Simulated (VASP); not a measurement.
# SnTe (F-43m) in VASP: further runs, part 2 of 2

VASP 6.6.1. The steps go on from the part before.

### Step 4. Single point, PBEsol, spin-orbit coupling, no magnetisation

INCAR reads:

```
SYSTEM = SnTe
ALGO = Normal
EDIFF = 1E-7
ENCUT = 250
GGA = PS
GGA_COMPAT = .False.
ISIF = 2
ISMEAR = 0
LASPH = .True.
LCHARG = .False.
LNONCOLLINEAR = .True.
LORBIT = 11
LREAL = .False.
LSORBIT = .True.
LWAVE = .False.
MAGMOM = 0 0 0 0 0 0
NBANDS = 36
NELM = 100
PREC = Accurate
SIGMA = 0.02
```

KPOINTS reads:

```
k-points
0
Gamma
  7 7 7
  0 0 0
```

POSCAR reads:

```
SnTe
1.0
    0.0000000000      3.6111460000      3.6111460000
    3.6111460000      0.0000000000      3.6111460000
    3.6111460000      3.6111460000      0.0000000000
Te Sn
1 1
Direct
    0.2500000000      0.2500000000      0.2500000000
    0.0000000000      0.0000000000      0.0000000000
```

Potentials or basis: VASP PAW PBE potentials, release 64 (Te, Sn_d).

Command:

```
$ cat potpaw_PBE.64/Te/POTCAR potpaw_PBE.64/Sn_d/POTCAR > POTCAR
$ mpirun -np 1 vasp_ncl > vasp.out
```

OUTCAR:

```text
SYSTEM = SnTe
   EDIFF = 1E-7
   ENCUT = 250
   GGA = PS
   ISIF = 2
   ISMEAR = 0
   LASPH = .True.
   LNONCOLLINEAR = .True.
   LORBIT = 11
   LREAL = .False.
   LSORBIT = .True.
   NELM = 100
   PREC = Accurate

 Found     30 irreducible k-points:

 Following reciprocal coordinates:
            Coordinates               Weight
  0.000000  0.000000  0.000000      1.000000
  0.142857  0.000000  0.000000      4.000000
 -0.142857  0.000000  0.000000      4.000000
  0.285714  0.000000  0.000000      4.000000
 -0.285714  0.000000  0.000000      4.000000
  0.428571  0.000000  0.000000      4.000000
   k-points           NKPTS =     30   k-points in BZ     NKDIM =     30   number of bands    NBANDS=     36
   number of dos      NEDOS =    301   number of ions     NIONS =      2
   total plane-waves  NPLWV =  21952
   dimension x,y,z NGX =    28 NGY =   28 NGZ =   28
   dimension x,y,z NGXF=    56 NGYF=   56 NGZF=   56
   ions per type =               1   1
   NGX,Y,Z   is equivalent  to a cutoff of   9.11,  9.11,  9.11 a.u.
   NGXF,Y,Z  is equivalent  to a cutoff of  18.23, 18.23, 18.23 a.u.
 SYSTEM =  SnTe
   PREC   = accura    normal or accurate (medium, high low for compatibility)
   ISTART =      0    job   : 0-new  1-cont  2-samecut
   ICHARG =      2    charge: 1-file 2-atom 10-const
   ISPIN  =      1    spin polarized calculation?
   LNONCOLLINEAR =      T non collinear calculations
   LSORBIT =      T    spin-orbit coupling
   LASPH  =      T    aspherical Exc in radial PAW
   ENCUT  =  250.0 eV  18.37 Ry    4.29 a.u.   6.58  6.58  6.58*2*pi/ulx,y,z
   NELM   =    100;   NELMIN=  2; NELMDL= -5     # of ELM steps
   EDIFF  = 0.1E-06   stopping-criterion for ELM
   LREAL  =      F    real-space projection
   EDIFFG = 0.1E-05   stopping-criterion for IOM
   NSW    =      0    number of steps for IOM
   IBRION =     -1    ionic relax: 0-MD 1-quasi-New 2-CG
   NFREE  =      0    steps in history (QN), initial steepest desc. (CG)
   ISIF   =      2    stress and relaxation
   ISYM   =      2    0-nonsym 1-usesym 2-fastsym
   POTIM  = 0.5000    time-step for ionic-motion
   TEBEG  =    0.0;   TEEND  =   0.0 temperature during run
   PSTRESS=    0.0 pullay stress
   NELECT =      20.0000    total number of electrons
   NUPDOWN=      -1.0000    fix difference up-down
   EMIN   =  10.00;   EMAX   =-10.00  energy-range for DOS
   EFERMI =   0.00;   METHOD = LEGACY
   ISMEAR =     0;   SIGMA  =   0.02  broadening in eV -4-tet -1-fermi 0-gaus
   EFERMI_NEDOS =   21; number of points for ismear=-14 and -15
   IALGO  =     38    algorithm
   IMIX   =      4    mixing-type and parameters
     AMIX     =   0.40;   BMIX     =  1.00
     AMIX_MAG =   1.60;   BMIX_MAG =  1.00
  volume/ion in A,a.u.               =      47.09       317.78
  Fermi-wavevector in a.u.,A,eV,Ry     =   0.976704  1.845704 12.979296  0.953951
  Thomas-Fermi vector in A             =   2.107344
   LORBIT       =     11    0 simple, 1 ext, 2 COOP (PROOUT), +10 PAW based schemes
   GGA     = PS    functional components
   LHFCALC =     F    Hartree Fock is set to
   AEXX    =    0.0000 exact exchange contribution
   IVDW    =     0    specifies the selected vdW correction
   LEPSILON=     F    determine dielectric tensor
   LRPA    =     F    only Hartree local field effects (RPA)
 Gauss-broadening in eV      SIGMA  =   0.02
  energy-cutoff  :      250.00
  volume of cell :       94.18
 maximum number of plane-waves:      1738
   NGX = 13   NGY = 13   NGZ = 13

 number of electron      19.9999963 magnetization      -0.0000000      0.0000000      0.0000000

 number of electron      19.9999963 magnetization       0.0000000     -0.0000000     -0.0000000

 number of electron      19.9999963 magnetization       0.0000000      0.0000000      0.0000000

 Free energy of the ion-electron system (eV)
  ---------------------------------------------------
  ext. energy  EPLUGINS =         0.00000000
  ---------------------------------------------------
  free energy    TOTEN  =        -7.76357934 eV

  energy without entropy =       -7.76357917  energy(sigma->0) =       -7.76357925

 E-fermi :   3.0709     XC(G=0):  -7.6259

 val. band max:        3.0128637532   @ k =  -0.2857   0.4286   0.1429
 cond. band min:       3.1267245652   @ k =   0.4286   0.4286   0.0000
 fundamental gap:      0.1138608119
 Fermi energy:         3.0709473440

 k-point     1 :       0.0000    0.0000    0.0000
  band No.  band energies     occupation
      1     -19.2101      1.00000
      2     -19.2101      1.00000
      3     -19.2101      1.00000
      4     -19.2101      1.00000
      5     -18.1783      1.00000
      6     -18.1783      1.00000
[... 199 lines left out ...]
     31       9.6491      0.00000
     32       9.6592      0.00000

 [... further k-points ...]

 [bands above 32 left out]

------------------------ aborting loop because EDIFF is reached ----------------------------------------

  FORCE on cell =-STRESS in cart. coord.  units (eV):
  Direction    XX          YY          ZZ          XY          YZ          ZX
  --------------------------------------------------------------------------------------
  -------------------------------------------------------------------------------------
  Total       -0.8096170     -0.8096170     -0.8096170      0.0000000     -0.0000000     -0.0000000
  in kB      -13.7728888    -13.7728888    -13.7728888      0.0000000     -0.0000000     -0.0000000
  external PRESSURE =     -13.7728888 kB  Pullay stress =       0.0000000 kB

 VOLUME and BASIS-vectors are now :
 -----------------------------------------------------------------------------
  energy-cutoff  :      250.00
  volume of cell :       94.18
      direct lattice vectors                 reciprocal lattice vectors
     0.000000000  3.611146000  3.611146000    -0.138460201  0.138460201  0.138460201
     3.611146000  0.000000000  3.611146000     0.138460201 -0.138460201  0.138460201
     3.611146000  3.611146000  0.000000000     0.138460201  0.138460201 -0.138460201

 POSITION                                       TOTAL-FORCE (eV/Angst)
 -----------------------------------------------------------------------------------
      1.80557      1.80557      1.80557        -0.000000     -0.000000     -0.000000
      0.00000      0.00000      0.00000         0.000000      0.000000      0.000000
 -----------------------------------------------------------------------------------
    total drift:                                0.000000      0.000000      0.000000

  FREE ENERGIE OF THE ION-ELECTRON SYSTEM (eV)
  ---------------------------------------------------
  free  energy   TOTEN  =        -7.7635793365 eV

  energy  without entropy=       -7.7635791680  energy(sigma->0) =       -7.76357925

 Spin-Orbit-Coupling matrix elements

 Ion:    1  E_soc:     -0.2259226
 l=   1
     0.0000000    -0.0376533    -0.0376533
    -0.0376533     0.0000000    -0.0376533
    -0.0376533    -0.0376533     0.0000000
 l=   2
     0.0000000     0.0000085     0.0000000     0.0000085    -0.0000090
     0.0000085     0.0000000    -0.0000067     0.0000085    -0.0000022
     0.0000000    -0.0000067     0.0000000    -0.0000067     0.0000000
     0.0000085     0.0000085    -0.0000067     0.0000000    -0.0000022
    -0.0000090    -0.0000022     0.0000000    -0.0000022     0.0000000
 l=   3
     0.0000000     0.0000000     0.0000000     0.0000000     0.0000000     0.0000000     0.0000000
     0.0000000     0.0000000     0.0000000     0.0000000     0.0000000     0.0000000     0.0000000
     0.0000000     0.0000000     0.0000000     0.0000000     0.0000000     0.0000000     0.0000000
     0.0000000     0.0000000     0.0000000     0.0000000     0.0000000     0.0000000     0.0000000
     0.0000000     0.0000000     0.0000000     0.0000000     0.0000000     0.0000000     0.0000000
     0.0000000     0.0000000     0.0000000     0.0000000     0.0000000     0.0000000     0.0000000
     0.0000000     0.0000000     0.0000000     0.0000000     0.0000000     0.0000000     0.0000000

 Ion:    2  E_soc:     -0.1043711
 l=   1
     0.0000000    -0.0114505    -0.0114505
    -0.0114505     0.0000000    -0.0114505
    -0.0114505    -0.0114505     0.0000000
 l=   2
     0.0000000    -0.0012055     0.0000000    -0.0012055    -0.0047392
    -0.0012055     0.0000000    -0.0035544    -0.0012055    -0.0011848
     0.0000000    -0.0035544     0.0000000    -0.0035544     0.0000000
    -0.0012055    -0.0012055    -0.0035544     0.0000000    -0.0011848
    -0.0047392    -0.0011848     0.0000000    -0.0011848     0.0000000
 l=   3
     0.0000000     0.0000000     0.0000000     0.0000000     0.0000000     0.0000000     0.0000000
     0.0000000     0.0000000     0.0000000     0.0000000     0.0000000     0.0000000     0.0000000
     0.0000000     0.0000000     0.0000000     0.0000000     0.0000000     0.0000000     0.0000000
     0.0000000     0.0000000     0.0000000     0.0000000     0.0000000     0.0000000     0.0000000
     0.0000000     0.0000000     0.0000000     0.0000000     0.0000000     0.0000000     0.0000000
     0.0000000     0.0000000     0.0000000     0.0000000     0.0000000     0.0000000     0.0000000
     0.0000000     0.0000000     0.0000000     0.0000000     0.0000000     0.0000000     0.0000000

 total charge

# of ion       s       p       d       tot
------------------------------------------
    1        1.394   1.945   0.016   3.354
    2        1.392   0.702   9.950  12.044
--------------------------------------------------
tot          2.786   2.647   9.965  15.398

 magnetization (x)

# of ion       s       p       d       tot
------------------------------------------
    1        0.000   0.000  -0.000   0.000
    2       -0.000   0.000   0.000   0.000
--------------------------------------------------
tot          0.000   0.000   0.000   0.000

 magnetization (y)

# of ion       s       p       d       tot
------------------------------------------
    1        0.000   0.000   0.000   0.000
    2        0.000   0.000   0.000   0.000
--------------------------------------------------
tot          0.000   0.000   0.000   0.000

 magnetization (z)

# of ion       s       p       d       tot
------------------------------------------
    1       -0.000   0.000   0.000   0.000
    2       -0.000  -0.000  -0.000  -0.000
--------------------------------------------------
tot         -0.000  -0.000   0.000  -0.000
```

OSZICAR:

```text
N       E                     dE             d eps       ncg     rms          rms(c)
DAV:   1     0.119100223502E+03    0.11910E+03   -0.61284E+03  2196   0.684E+02
DAV:   2     0.656638799342E+01   -0.11253E+03   -0.10802E+03  2336   0.216E+02
DAV:   3    -0.742985708933E+01   -0.13996E+02   -0.13819E+02  2576   0.876E+01
DAV:   4    -0.789342166669E+01   -0.46356E+00   -0.46304E+00  2444   0.178E+01
DAV:   5    -0.790907646740E+01   -0.15655E-01   -0.15654E-01  2848   0.287E+00    0.494E+00
DAV:   6    -0.776739146598E+01    0.14169E+00   -0.25303E-01  2564   0.258E+00    0.326E+00
DAV:   7    -0.776266946033E+01    0.47220E-02   -0.71217E-02  2412   0.963E-01    0.169E+00
DAV:   8    -0.776246380298E+01    0.20566E-03   -0.28543E-03  2368   0.377E-01    0.666E-01
DAV:   9    -0.776293148998E+01   -0.46769E-03   -0.13758E-03  2540   0.239E-01    0.170E-01
DAV:  10    -0.776333353833E+01   -0.40205E-03   -0.32383E-04  2268   0.108E-01    0.461E-02
DAV:  11    -0.776352808800E+01   -0.19455E-03   -0.13755E-04  2340   0.475E-02    0.243E-02
DAV:  12    -0.776357545512E+01   -0.47367E-04   -0.50009E-05  2320   0.265E-02    0.213E-02
DAV:  13    -0.776357785511E+01   -0.24000E-05   -0.37465E-06  2424   0.103E-02    0.952E-03
DAV:  14    -0.776357915443E+01   -0.12993E-05   -0.17124E-06  2000   0.558E-03    0.236E-03
DAV:  15    -0.776357928087E+01   -0.12644E-06   -0.16068E-07  2200   0.362E-03    0.216E-03
DAV:  16    -0.776357933646E+01   -0.55585E-07   -0.32479E-08  1828   0.904E-04
   1 F= -.77635793E+01 E0= -.77635793E+01  d E =-.168476E-06  mag=     0.0000     0.0000     0.0000
```

stdout:

```text
POSCAR found type information on POSCAR TeSn
 POSCAR found :  2 types and       2 ions
 scaLAPACK will be used
 -----------------------------------------------------------------------------
|                                                                             |
|                                                                             |
|     You enforced a specific xc type in the INCAR file but a different       |
|     I HOPE YOU KNOW WHAT YOU ARE DOING!                                     |
|                                                                             |
 -----------------------------------------------------------------------------

 LDA part: xc-table for (Slater+PW92), standard interpolation
 POSCAR, INCAR and KPOINTS ok, starting setup
 FFT: planning ... GRIDC
 FFT: planning ... GRID_SOFT
 FFT: planning ... GRID
 WAVECAR not read
 entering main loop
```

It took 1.8 min on 1 thread of Intel Xeon Platinum 8375C at 2.90GHz (Ice Lake), shared host; peak memory 0.26 GiB.

These settings aren't checked as converged: the numbers below hold their error.

What came out:

- Free energy: -7.7636 eV
- Valence electrons inside the program's atomic spheres: Te 3.35; Sn 12.04

Caveat: the cutoff is under 1.25 times the usual one of these potentials, so pressure, stress and relaxed cells hold a basis-set (Pulay) error; the PAW data sets were made with another functional, which shifts forces and pressure a little.
